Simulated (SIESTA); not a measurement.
The system is MgS.

```
S Mg
1.0
     0.00000    2.83312    2.83312
     2.83312    0.00000    2.83312
     2.83312    2.83312    0.00000
S Mg
1 1
Direct
  0.25000 0.25000 0.25000
  0.00000 0.00000 0.00000
```

The cell comes from a database or a generator and needn't be the stable form of this composition.

| Property | Result |
| --- | --- |
| Program | SIESTA 5.4.2 |
| Task | single point |
| Functional | PBE |
| Potentials or basis | PseudoDojo 0.4 standard (PBE files) |
| Basis | DZP (energy shift 0.003 Ry; two zetas on semicore shells) |
| Grid cutoff | 800 Ry |
| Energy shift | 0.003 Ry |
| k mesh | 8 × 8 × 8 |
| Occupations | fermi-dirac, width 0.05 eV |
| Spin | no spin polarisation |

On this cell: pressure 2.7 GPa; largest force zero by symmetry; band gap on the k mesh 3.39 eV, direct.

The same run follows on a disturbed copy (atoms moved at random, drawn with an rms of 0.05 Å):

```
CELL_PARAMETERS angstrom
0.00000 2.83312 2.83312
2.83312 0.00000 2.83312
2.83312 2.83312 0.00000
ATOMIC_POSITIONS crystal
S 0.25779 0.24666 0.25028
Mg 0.98714 0.01107 0.00340
```

What changes?

The energy moves by +8.6 meV/atom; pressure 2.8 GPa; largest force 0.483 eV/Å; band gap on the k mesh 3.31 eV, direct.

Forces in eV/Å, atoms in the order of the input:
```
S    0.321 -0.322 -0.162
Mg  -0.320  0.312  0.164
```

Stress tensor (GPa, compression positive):
```
 2.78 -0.59 -1.30
-0.59  2.78  1.31
-1.30  1.31  2.86
```

Caveats: the basis of atomic orbitals isn't converged, which shifts pressures, moduli and gaps.

A k mesh can miss the band edges.
